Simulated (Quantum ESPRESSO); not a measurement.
# WS2 under changes of volume

One of the cells (49.592 Å³/atom); the others are scaled copies at fixed shape and fractional positions:

```
W S
1.0
     3.18352    0.00000    0.00000
    -1.59176    2.75701    0.00000
     0.00000    0.00000   16.95058
W S
1 2
Direct
  0.00000 0.00000 0.00000
  0.33333 0.66667 0.09200
  0.33333 0.66667 0.90800
```

| Property | Result |
| --- | --- |
| Program | Quantum ESPRESSO 7.5 |
| Functional | LDA |
| Potentials or basis | PseudoDojo 0.4.1 SR LDA standard |
| Cutoff | 952 eV |
| Density cutoff | 3810 eV |
| k mesh | 10 × 10 × 2 |
| Occupations | fermi-dirac, width 0.05 eV |
| Spin | no spin polarisation |

```tsv
volume (Å³/atom)	energy over the lowest point (meV/atom)	gap on the mesh (eV)	largest force (eV/Å)
46.616	5.75	2.16	0.740
47.608	0.00	2.10	0.317
48.600	2.57	2.04	0.074
49.592	12.60	1.98	0.435
50.583	29.29	1.92	0.768
51.575	51.95	1.87	1.076
52.567	?	?	?
```

Problem. What does the run at 52.567 Å³/atom give?

Solution. Energy over the lowest point 79.94 meV/atom; gap on the mesh 1.81 eV; largest force 1.360 eV/Å.

Worked out: A Birch-Murnaghan fit of order 3 (a polynomial in V^(-2/3)) to the other rows has its minimum at 47.78 Å³/atom with B0 = V·E''(V) = 64 GPa and B' = 4.4 at fixed shape and positions, which overstates the stiffness. It gives 79.96 meV/atom at 52.567 Å³/atom, against the run's 79.94. A straight line through the other rows of the gap, of slope -2.9 eV per unit of ln V, extrapolates to 1.81 eV, against the run's 1.81.

Energies are extrapolated to zero smearing.

Caveats: spin-orbit coupling is left out, which moves the levels of the heavy elements.

A mesh can miss the band edges.
